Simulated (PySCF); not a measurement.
## How well do the runs reproduce experiment for diethyl ether?

**The experiment to reproduce.**

From NIST CCCBDB Release 22 (SRD 101), experimental polarizabilities, for the gas: mean polarisability 8.73 Å³.

The results are set against them at the end.

Species: diethyl ether, C₄H₁₀O.
Numbering: `[CH3:1][CH2:2][O:3][CH2:4][CH3:5]` (hydrogens: H6, H7, H8 on C1; H9, H10 on C2; H11, H12 on C4; H13, H14, H15 on C5)

Geometry (GFN2-xTB, Å), atoms numbered from 1 in this order:
```xyz
15
C4H10O angstrom
C     -2.3516   -0.5672   -0.0870
C     -1.1969    0.4069    0.0799
O      0.0133   -0.2991   -0.0553
C      1.1529    0.5156    0.0820
C      2.3937   -0.3476   -0.0797
H     -3.2985   -0.0440    0.0131
H     -2.2890   -1.3451    0.6687
H     -2.3007   -1.0340   -1.0666
H     -1.2410    0.8891    1.0711
H     -1.2528    1.2032   -0.6813
H      1.1376    1.3129   -0.6802
H      1.1494    1.0013    1.0724
H      2.4016   -1.1271    0.6769
H      3.2875    0.2617    0.0227
H      2.3899   -0.8186   -1.0586
```

Runs made with PySCF (gas phase, on this GFN2-xTB geometry; no spin–orbit coupling):

```
              level                                                                job  basis functions  wall time
CAM-B3LYP/def2-SVPD  8 singlets by full TDDFT, 3 Tamm–Dancoff triplets, polarisability              183       20 s
```

Hardware: an Arm Neoverse V2 with one thread, on a shared host.

Results beside the measurements:

**Mean polarisability.** Measured: 8.73 Å³ (NIST CCCBDB Release 22 (SRD 101), experimental polarizabilities).

```csv
level,computed (Å³),computed − measured (Å³),% (from the printed values)
CAM-B3LYP/def2-SVPD,8.46,-0.27,-3
```

The computed values are static and purely electronic, with core orbitals frozen in the response (1 au = 0.148185 Å³). The table of measured values doesn't say here whether a value is static or optical, or holds a vibrational part. The measurement averages over conformers, the calculation has one.

The geometry is computed, not the measured one. Where a level misses, the cause wasn't examined.
